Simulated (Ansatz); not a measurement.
# Ta2NOS MXene monolayer in a perpendicular field

Aim: how the Ta2NOS MXene monolayer screens a field along its normal, and what the field does to its bands. A positive field points along +c.

Method: plane-wave DFT, PBE-D3(BJ), Ansatz PAW, in Ansatz 0.2.0.

## (1) Set-up

The cell holds 5 atoms: 1 S, 2 Ta, 1 N and 1 O. Cell: a = 3.155 Å, b = 3.155 Å, c = 42.033 Å, α = 90.0°, β = 90.0°, γ = 120.0°. Vacuum lies along c.

## (2) Relaxing the slab

The starting cell is a guess, so the in-plane lattice and the atoms are relaxed first, with the slab cut off from its images along the normal.

Contents of input.yaml:

```yaml
crystal:
  lattice:
    - [3.15458, 0.0, 0.0]
    - [-1.57729, 2.7319464183, 0.0]
    - [0.0, 0.0, 42.0329259406]
  atoms:
    - { symbol: S, position: [0.3333333333, 0.6666666667, 0.434183431] }
    - { symbol: Ta, position: [0.6666666667, 0.3333333333, 0.4776581188], spin: 1.0 }
    - { symbol: "N", position: [0.0, 0.0, 0.5072709328] }
    - { symbol: Ta, position: [0.3333333333, 0.6666666667, 0.536883747], spin: 1.0 }
    - { symbol: O, position: [0.6666666667, 0.3333333333, 0.565816569] }
  periodic: [true, true, false]
magnetization:
  spin_polarized: true
kpoints:
  mp_grid: { grid: [12, 12, 1] }
hamiltonian:
  xc: pbe
  dispersion: d3bj
scf:
  occupations: { method: fermi_dirac, width: 0.05 }
  convergence: { dr2_threshold: 1.0e-09 }
relax:
  f_tol: 0.004
  max_steps: 90
  cell: {}
output:
  write_potential: true
  write_density: true
  volumetric_format: npy
```

Started as:

```bash
> ansatz run input.yaml --threads 2 --pin off --max-ram 3072MiB --backend cpu --events-out ev --progress --plain --runs-dir out
```

Numbers of over 12 decimals in the logs are rounded to 6 here.

Log:

```text
Warning: relax.cell: scf.convergence.dr2_threshold = 1e-9 eV is looser than the 2.07235169745e-10 eV advised for a relaxation that steers and ends on the stress (1e-10 eV for each atom of the cell: 5, times the square of relax.cell.stress_2d_tol = 0.05 N/m over 15.5 Å (the atoms' height at the walk's start and 5 Å past either face), 3.219e-2 GPa, over a crystal's default 0.05). What an SCF threshold leaves in a stress goes as its square root, and in the free energy as the threshold itself, and one threshold admits the most on a small cell: [figures from the program's tests cut] Set scf.convergence.dr2_threshold to 2.07235169745e-10 eV or tighter. [rest of the remark cut]
Engine: ansatz 0.2.0, x86_64-unknown-linux-gnu
Pseudopotentials: kind: paw
Pseudopotential: S, paw, valence charge 6, recommended cutoff 420 eV (normal), S.paw.azcp
Pseudopotential: Ta, paw, valence charge 13, recommended cutoff 420 eV (normal), Ta.paw.azcp
Pseudopotential: N, paw, valence charge 5, recommended cutoff 420 eV (normal), N.paw.azcp
Pseudopotential: O, paw, valence charge 6, recommended cutoff 420 eV (normal), O.paw.azcp
Functional definition: PBE
  parameter kappa = 0.804
  parameter beta = 0.066725
  exchange = pbe_x(kappa = kappa, mu = beta*pi^2/3)
  correlation = pbe_c(beta = beta)
Crystal: 5 atoms, lattice volume = 362.246 Å³
Basis set: ecut = 420 eV, 6993 PW (Γ), exchange–correlation on 48×48×576 points (8 copies of the dense FFT grid, shifted against one another)
Bands: 28, of which v1, the nominal top of the filled ones, is band 22 counted from 1 (21 counted from 0)
Symmetry: 6 space group operations
Space group: P3m1 (ITA 156), of the structure as read, at distance tolerance 7.1e-5 Å
Magnetic group: BNS 156.49 (UNI 1279), of the structure as read, at distance tolerance 7.1e-5 Å
k-points: 19 of 144 (time reversal used)
Non-local potential: S, projectors of the file, l = 0: 2, l = 1: 2, l = 2: 2
Non-local potential: Ta, projectors of the file, l = 0: 3, l = 1: 2, l = 2: 2, l = 3: 1
Non-local potential: N, projectors of the file, l = 0: 2, l = 1: 2, l = 2: 1
Non-local potential: O, projectors of the file, l = 0: 2, l = 1: 2, l = 2: 1
PAW form: soft (Blöchl's): semilocal exchange-correlation on the pseudo side does not see the compensation charge
PAW one-centre angular grid: S, 110 points (default); XC on 64 Gauss nodes
PAW one-centre angular grid: Ta, 590 points (default); XC on 64 Gauss nodes
PAW one-centre angular grid: N, 110 points (default); XC on 64 Gauss nodes
PAW one-centre angular grid: O, 110 points (default); XC on 64 Gauss nodes
Initial density: superposition of atomic densities (neutral atoms: chi_scale 0, normalization atom)
Starting moments: Σ|m| = 2 μB on 2 of 5 sites
Initial wavefunctions: pseudopotential atomic-orbital guess
Functional: x = pbe(κ = 0.804, μ = 0.219515), c = pbe(β = 0.066725)
SCF iter   1: F=—  HF=-21726.428009 eV  |F-HF|=—  |Δ(HF+E_count)|=         —  Δρ=2.92e-2 (↑2.92e-2 ↓2.64e-2)  dr2=1.35e1  dr2_m=1.42e-1  M=0.633 μB ∫|m|=0.803 μB  β_m=0.30  ethr=3.10e-3  ⟨swp⟩=15.0  Hψ=8385  notcnv=0
Mixer restart at iter 1: flushing history
preconditioner: auto → LDOS  [metal: Δε(μ)=0.048 eV  Ē_g=10.693 eV  σ=0.050 eV  W_gap=0.22  n_scr=24 (ndim 8)  ℏωp=10.1 eV  f_vac=0.783  D(μ)=2.27/eV (n_scr^D=14)]
spin=Collinear: LDOS preconditioning applied to the charge; magnetization (m = ρ↑ − ρ↓) channel mixes plain (no charge-response kernel on spin).
SCF iter   2: F=—  HF=-21724.322332 eV  |F-HF|=—  |Δ(HF+E_count)|=    2.11e0  Δρ=1.80e-2 (↑1.80e-2 ↓1.54e-2)  dr2=5.03e0  dr2_m=9.39e-2  M=0.447 μB ∫|m|=0.643 μB  β_m=0.52  ethr=3.10e-3  ⟨swp⟩=3.9  Hψ=2536  notcnv=0  defer=27
SCF iter   3: F=—  HF=-21723.351208 eV  |F-HF|=—  |Δ(HF+E_count)|=   9.71e-1  Δρ=4.02e-3 (↑4.02e-3 ↓3.53e-3)  dr2=1.22e-1  dr2_m=1.32e-2  M=0.184 μB ∫|m|=0.325 μB  β_m=0.63  ethr=3.10e-3  ⟨swp⟩=5.3  Hψ=3054  notcnv=0  defer=27
SCF iter   4: F=—  HF=-21723.414727 eV  |F-HF|=—  |Δ(HF+E_count)|=         —  Δρ=2.02e-3 (↑2.02e-3 ↓1.57e-3)  dr2=1.29e-2  dr2_m=7.62e-3  M=0.038 μB ∫|m|=0.108 μB  β_m=0.63  ethr=2.84e-4  ⟨swp⟩=4.1  Hψ=2655  notcnv=0  defer=21
SCF iter   5: F=—  HF=-21723.417493 eV  |F-HF|=—  |Δ(HF+E_count)|=   2.77e-3  Δρ=7.30e-4 (↑7.30e-4 ↓6.17e-4)  dr2=6.51e-4  dr2_m=1.37e-3  M=0.016 μB ∫|m|=0.054 μB  β_m=0.75  ethr=3.00e-5  ⟨swp⟩=3.6  Hψ=2428  notcnv=0  defer=21
SCF iter   6: F=—  HF=-21723.418583 eV  |F-HF|=—  |Δ(HF+E_count)|=   1.09e-3  Δρ=2.31e-4 (↑1.95e-4 ↓2.31e-4)  dr2=2.06e-4  dr2_m=1.27e-4  M=0.004 μB ∫|m|=0.018 μB  β_m=0.79  ethr=1.51e-6  ⟨swp⟩=3.6  Hψ=2586  notcnv=0  defer=21
SCF iter   7: F=—  HF=-21723.418666 eV  |F-HF|=—  |Δ(HF+E_count)|=   8.36e-5  Δρ=8.12e-5 (↑5.41e-5 ↓8.12e-5)  dr2=7.07e-5  dr2_m=1.02e-5  M=0.001 μB ∫|m|=0.005 μB  β_m=0.75  ethr=4.79e-7  ⟨swp⟩=4.1  Hψ=2798  notcnv=0  defer=21
SCF iter   8: F=—  HF=-21723.418660 eV  |F-HF|=—  |Δ(HF+E_count)|=   6.71e-6  Δρ=2.41e-5 (↑2.41e-5 ↓1.58e-5)  dr2=2.82e-6  dr2_m=1.02e-6  M=-0.000 μB ∫|m|=0.001 μB  β_m=0.84  ethr=1.64e-7  ⟨swp⟩=3.3  Hψ=2021  notcnv=0  defer=21
SCF iter   9: F=—  HF=-21723.418663 eV  |F-HF|=—  |Δ(HF+E_count)|=   3.14e-6  Δρ=7.72e-6 (↑6.31e-6 ↓7.72e-6)  dr2=5.06e-7  dr2_m=4.91e-8  M=-0.000 μB ∫|m|=0.000 μB  β_m=0.77  ethr=6.55e-9  ⟨swp⟩=3.4  Hψ=2516  notcnv=0  defer=21
SCF iter  10: F=—  HF=-21723.418663 eV  |F-HF|=—  |Δ(HF+E_count)|=   3.23e-8  Δρ=1.82e-6 (↑1.75e-6 ↓1.82e-6)  dr2=1.04e-8  dr2_m=7.53e-9  M=-0.000 μB ∫|m|=0.000 μB  β_m=0.83  ethr=1.18e-9  ⟨swp⟩=3.5  Hψ=2413  notcnv=0  defer=21
SCF iter  11: F=—  HF=-21723.418663 eV  |F-HF|=—  |Δ(HF+E_count)|=   1.07e-7  Δρ=5.34e-7 (↑5.34e-7 ↓4.55e-7)  dr2=2.24e-9  dr2_m=3.28e-10  M=-0.000 μB ∫|m|=0.000 μB  β_m=0.82  ethr=2.42e-11  ⟨swp⟩=3.7  Hψ=2624  notcnv=0  defer=21
SCF iter  12: F=-21723.418663 eV  HF=-21723.418663 eV  |F-HF|=3.67e-10  |Δ(HF+E_count)|=   1.85e-8  Δρ=1.60e-7 (↑1.24e-7 ↓1.60e-7)  dr2=2.44e-10  dr2_m=3.20e-11  M=-0.000 μB ∫|m|=0.000 μB  ethr=2.33e-12  ⟨swp⟩=10.5  Hψ=9553  notcnv=0
WARN: the starting moments were not kept: the SCF closed with an absolute magnetisation of 1.1e-5 μB, where they sum to 2 μB in size (2 sites). That is at most 0.1 of that sum. Measured as dr2_m measures the in/out step, that magnetisation stands 1.0e-11 eV from none, at or under the dr2_threshold of 1.0e-9 eV: it is no larger than a step whose dr2_m would equal this threshold. The system may hold no moment; this SCF [...]
SCF 1 converged in 12 iterations: F = -21723.418663 eV  dr2 = 2.44e-10
[...]
relax step   7: F+E_penalty+E_count = -21724.00362360 eV  Δ(F+E_penalty+E_count) = -6.569e-5 eV  max|allowed force component| = 6.096e-4 eV/Å  Δτ_max = 0.0012 Å  P = +0.004 N/m  Ω = 370.508 Å³  energy of the carried Pulay correction = -3.459e-3 eV  fix = [c, alpha, beta]  reactions: c +0.000 N/m  (6 SCF iters, accepted)
[...]
relax step   8: F+E_penalty+E_count = -21724.00751942 eV  Δ(F+E_penalty+E_count) = -3.896e-3 eV  max|allowed force component| = 7.856e-4 eV/Å  Δτ_max = 0.0000 Å  P = +0.089 N/m  Ω = 370.508 Å³  fix = [c, alpha, beta]  reactions: c +0.000 N/m  stress off target by 8.88e-2 N/m on what of the cell is left free  SCF on the basis re-selected at this cell (its energy is not comparable with the rows above)  (6 SCF iters)
[...]
relax step   9: F+E_penalty+E_count = -21724.00744270 eV  Δ(F+E_penalty+E_count) = +7.673e-5 eV  max|allowed force component| = 1.585e-3 eV/Å  Δτ_max = 0.0006 Å  P = -0.011 N/m  Ω = 370.726 Å³  energy of the carried Pulay correction = -9.003e-5 eV  fix = [c, alpha, beta]  reactions: c -0.000 N/m  (6 SCF iters, accepted)
iter 1 solved again at ethr=1.71e-7 eV; its pass at ethr=3.10e-3 eV (dr2=7.37e-5 eV) is discarded
SCF iter   1: F=—  HF=-21724.007525 eV  |F-HF|=—  |Δ(HF+E_count)|=         —  Δρ=7.47e-7 (↑7.47e-7 ↓7.23e-7)  dr2=1.84e-9  dr2_m=2.22e-11  M=-0.000 μB ∫|m|=0.000 μB  β_m=0.65  ethr=1.71e-7  ⟨swp⟩=7.7  Hψ=15132  notcnv=0
eigensolver tolerance schedule: the retry pair's looser diagonalisation over-reported the residual by 40001.04 of it (diagonalisation noise at an unbounded share of the residual, at the tolerance the schedule requests for it); recorded, not acted on — ethr = c·dr2/N_el stays at c = 1.0e-1
preconditioner: auto → LDOS  [metal: Δε(μ)=0.103 eV  Ē_g=9.974 eV  σ=0.050 eV  W_gap=0.46  n_scr=22 (ndim 8)  ℏωp=10.0 eV  f_vac=0.800  D(μ)=1.27/eV (n_scr^D=10)]
spin=Collinear: LDOS preconditioning applied to the charge; magnetization (m = ρ↑ − ρ↓) channel mixes plain (no charge-response kernel on spin).
SCF iter   2: F=—  HF=-21724.007516 eV  |F-HF|=—  |Δ(HF+E_count)|=   9.16e-6  Δρ=3.85e-7 (↑3.44e-7 ↓3.85e-7)  dr2=1.07e-9  dr2_m=6.20e-12  M=-0.000 μB ∫|m|=0.000 μB  β_m=0.42  ethr=4.28e-12  ⟨swp⟩=8.0  Hψ=5554  notcnv=0
SCF iter   3: F=—  HF=-21724.007516 eV  |F-HF|=—  |Δ(HF+E_count)|=  8.73e-11  Δρ=2.36e-7 (↑2.11e-7 ↓2.36e-7)  dr2=2.29e-10  dr2_m=4.82e-12  M=-0.000 μB ∫|m|=0.000 μB  β_m=0.71  ethr=2.49e-12  ⟨swp⟩=3.2  Hψ=2006  notcnv=0
SCF iter   4: F=-21724.007516 eV  HF=-21724.007516 eV  |F-HF|=7.28e-12  |Δ(HF+E_count)|=  1.71e-10  Δρ=6.56e-8 (↑6.56e-8 ↓5.55e-8)  dr2=3.72e-11  dr2_m=6.02e-13  M=-0.000 μB ∫|m|=0.000 μB  ethr=1.00e-12  ⟨swp⟩=16.4  Hψ=10219  notcnv=0
the starting moments were not kept: the SCF closed with an absolute magnetisation of 1.1e-6 μB, where they sum to 2 μB in size (2 sites). That is at most 0.1 of that sum. Measured as dr2_m measures the in/out step, that magnetisation stands 1.5e-13 eV from none, at or under the dr2_threshold of 1.0e-9 eV: it is no larger than a step whose dr2_m would equal this threshold.
SCF 10 converged in 4 iterations: F = -21724.007516 eV  dr2 = 3.72e-11
relax step  10: F+E_penalty+E_count = -21724.00751621 eV  Δ(F+E_penalty+E_count) = -7.351e-5 eV  max|allowed force component| = 1.571e-3 eV/Å  Δτ_max = 0.0000 Å  P = -0.010 N/m  Ω = 370.726 Å³  fix = [c, alpha, beta]  reactions: c -0.000 N/m  stress off target by 9.71e-3 N/m on what of the cell is left free  SCF on the basis re-selected at this cell (its energy is not comparable with the rows above)  (4 SCF iters)
basis re-selected at this cell: Δ(F+E_penalty+E_count) = -7.351e-5 eV, ΔP = +0.001 N/m vs the last step (what re-selecting the basis moved, of the pressure what is left beyond the Pulay correction that the steps carried, after the strain that the cell walked since its last selection, with what the two solves' SCF thresholds leave and, on support functions, any second-order correction that the steps lacked; it is no m [...]
WARN: The input density's exchange-correlation potential varies sharply where the density is thin. Do not read a vacuum level from v_tot or v_xc, or from such a field of the output density. On a cell that repeats whose density bears no net charge and no dipole along the vacuum's axis use v_es (v_loc + v_h of the components); under efield.dipole_correction with no amplitude use v_es + v_field, which holds any external [...]
SCF converged after 4 iterations
Magnetization: -0.0000 μB (21.5000 up, 21.5000 down)
Absolute magnetization: 0.0000 μB (∫|ρ↑−ρ↓|, with the PAW one-centre terms)
Spin contamination: 0.0000 ħ² per cell (⟨S²⟩ above its minimum at these occupations)
Per-site moments (μB) at R_I (Å): [(1.0428494338605591e-7, 1.012520), (-1.3327836765917644e-7, 0.915861), (1.8297387007932658e-7, 0.887504), (-1.2774234788060253e-7, 0.874857), (1.397269542914551e-7, 0.874857)]
Free energy (F): -21724.007516 eV
Harris-Foulkes:  -21724.007516 eV  (|F-HF|=7.28e-12)
Internal energy: -21723.997231 eV  (E = F + TS)
E sigma→0 (E₀):  -21724.002374 eV
Entropy (-TS):   -0.010285 eV (-2.057 meV/atom)
Fermi energy:    -5.019193 eV
--- Per-component energies (eV) ---
  E_band       = -1127.744146
  E_kinetic    = 1149.337806
  E_local      = -164305.577556  (includes V_loc(G=0)·N_el)
  E_nonlocal   = 150.804595
  E_hartree    = 81416.481349
  E_xc         = -670.049781
  E_vxc        = -668.980988  (∫ρ·V_xc dr)
  E_paw        = -17679.223494  (= ΣΔE_a)
  E_vpaw       = -286.293371  (= ΣTr[D̂ρ^β])
  E_aug_tail   = 0.002879  (compensation charges beyond the density's cutoff)
  E_ewald      = 78215.690704
  E_disp       = -1.463733  (pairwise vdW)
  E_smearing   = -0.010285  (= −TS)
  E_closure    = -0.000000  (closes the sum)
  Σ components = -21724.007516   (vs F -21724.007516, Δ=0.00e0)
--- Forces (eV/Å), atoms counted from 1 ---
  atom   1  S      0.00000000     0.00000000     0.00027068
  atom   2  Ta    -0.00000000    -0.00000000     0.00091234
  atom   3  N      0.00000000    -0.00000000    -0.00016508
  atom   4  Ta     0.00000000    -0.00000000     0.00055588
  atom   5  O      0.00000000    -0.00000000    -0.00157046
  max |Σ_I F_I| component: 3.36e-6 eV/Å
--- 2D stress c σ (N/m, compression-positive) ---
       -0.009709      -0.000000      -0.000000
       -0.000000      -0.009709      -0.000000
       -0.000000      -0.000000      -0.000000
  P = ½ c Tr σ = -0.0097 N/m
--- Band table (eV; the first three rows and the last of 38) ---
  k-point 0 ↑: bands = [... 18 lower, -6.7282, -6.7282, -6.2195, -6.2195, -5.6943, -4.1079, -3.6506, -3.6506, ... 2 higher]
  k-point 1 ↑: bands = [... 18 lower, -7.2743, -7.0325, -6.2318, -5.7992, -5.4289, -4.0314, -3.5620, -3.4878, ... 2 higher]
  k-point 2 ↑: bands = [... 18 lower, -7.7691, -7.2855, -6.6830, -5.2630, -4.9499, -3.8902, -3.1959, -3.0758, ... 2 higher]
  k-point 18 ↓: bands = [... 18 lower, -9.4816, -8.9414, -5.4955, -4.7732, -4.5183, -2.8316, -2.4771, -2.1358, ... 2 higher]
  the weakly bound empty levels are not read free of the cell's end (no_gap_told)
--- Relaxed structure (8 steps of the walk, 8 accepted, 2 SCFs on fresh bases) ---
  F+E_penalty+E_count = -21724.00751621 eV   max|allowed force component| = 1.571e-3 eV/Å   (the final SCF, on the basis selected at the relaxed cell)
  cell:  # Å, volume = 370.7262 Å³
    - [3.191292, 0, 0]
    - [-1.595646, 2.763740, 0]
    - [0, 0, 42.0329259406]
  atoms:
    - { symbol: S, position: [0.333333, 0.666667, 0.440241] }
    - { symbol: Ta, position: [0.666667, 0.333333, 0.478825] }
    - { symbol: N, position: [2.925771519603234e-19, 5.851543039204468e-19, 0.508299] }
    - { symbol: Ta, position: [0.333333, 0.666667, 0.534730] }
    - { symbol: O, position: [0.666667, 0.333333, 0.559719] }
```

Elapsed: 2.1 min, on 2 threads of Intel Xeon Platinum 8559C (Emerald Rapids), shared host; peak memory 0.83 GiB.

The steps of the relaxation:

```
step  energy less that of the first step (eV)  largest force component (eV/Å)  volume (Å³)
   1                                   0.0000                          2.4955       362.25
   2                                  -0.5148                          0.7066       362.08
   3                                  -0.5107                          1.3432       376.62
   4                                  -0.5839                          0.1617       370.39
   5                                  -0.5849                          0.0378       370.26
   6                                  -0.5849                          0.0288       370.61
   7                                  -0.5850                          0.0006       370.51
  8*                                  -0.5889                          0.0008       370.51
   9                                  -0.5888                          0.0016       370.73
 10*                                  -0.5889                          0.0016       370.73
```

Relaxation steps marked * repeat the geometry before them on a plane-wave basis chosen anew for their cell, so energy and pressure can jump there.

The run keeps the 6 symmetry operations that it works with, so distortions that break them were not tested.

| cell as run | before | after | change |
| --- | --- | --- | --- |
| a (Å) | 3.155 | 3.191 | +1.2 % |
| b (Å) | 3.155 | 3.191 | +1.2 % |

The atoms that moved most (Å, along periodic axes as changes of fractional coordinates times the final cell, across vacuum about the mean position):

```csv
atom,dx,dy,dz,length
O5,0.000,0.000,-0.256,0.256
S1,0.000,0.000,0.255,0.255
Ta4,0.000,0.000,-0.091,0.091
Ta2,0.000,0.000,0.049,0.049
N3,0.000,0.000,0.043,0.043
```

Final coordinates:

```xyz
5
Lattice="3.1913 0.0000 0.0000 -1.5956 2.7637 0.0000 0.0000 0.0000 42.0329" Properties=species:S:1:pos:R:3
S     0.0000    1.8425   18.5046
Ta    1.5956    0.9212   20.1264
N     0.0000    0.0000   21.3653
Ta    0.0000    1.8425   22.4763
O     1.5956    0.9212   23.5266
```

This step gave:

| Item | Value |
| --- | --- |
| energy at zero smearing | -21724.0024 eV |

The lattice constant a goes from 3.155 to 3.191 Å.

(Continued in part 2 of 2.)

[Logs are printed without paths, hosts, clocks, repeated set-up lines and the standing remarks that a program may print on its own settings, such as how far it seeks lower states.]

[Hosts, paths, dates, database ids (printed as entryN), source tags and the programs' standing remarks are cut or masked in the printed files.]

[Maps of the electrostatic potential energy from Ansatz leave out the sawtooth potential of an applied field or a dipole correction, so their vacuum need not be flat; planar profiles and work functions include it.]
